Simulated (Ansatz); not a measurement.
This cell of RuO$_{2}$ (rutile) is off equilibrium:

```
RuO2
1.0
    4.34856     0.00000     0.00000
    0.00000     4.34856     0.00000
    0.00000     0.00000     3.13088
Ru O
2 4
Cartesian
  0.00000   0.00000   0.00000
  2.17428   2.17428   1.56544
  1.33103   1.33103   0.00000
  3.50531   0.84325   1.56544
  0.84325   3.50531   1.56544
  3.01753   3.01753   0.00000
```

Computed with PBEsol (plane waves to 420 eV, PAW, scalar-relativistic; Ansatz, a first-principles code). k mesh 11×11×15 (Γ-centred), Fermi-Dirac smearing 0.05 eV. Energies are smeared free energies. Stress and pressure are positive under compression. As the atoms are clamped, bonds stretch with the cell, which overstates energies and stresses. With partly filled bands, the response to shear is sensitive to the k mesh, so small differences along c/a are uncertain. RuO2 is run without spin polarisation and with no Hubbard U. RuO2 was relaxed with its symmetry unable to fall.

Give the stress tensor in GPa and the pressure.


```
   15.3      0.0      0.0
    0.0     15.3      0.0
    0.0      0.0      2.6
```
The pressure, a third of the trace, is 11.1 GPa.

It is the relaxed cell deformed to V/V₀ = 0.960, (c/a)/(c/a)₀ = 1.040, c along z, fractional positions held. What is its energy relative to the relaxed cell?

23 meV/atom.

(Under strain, the slope of the energy per volume gives the stress and its curvature an elastic modulus.)
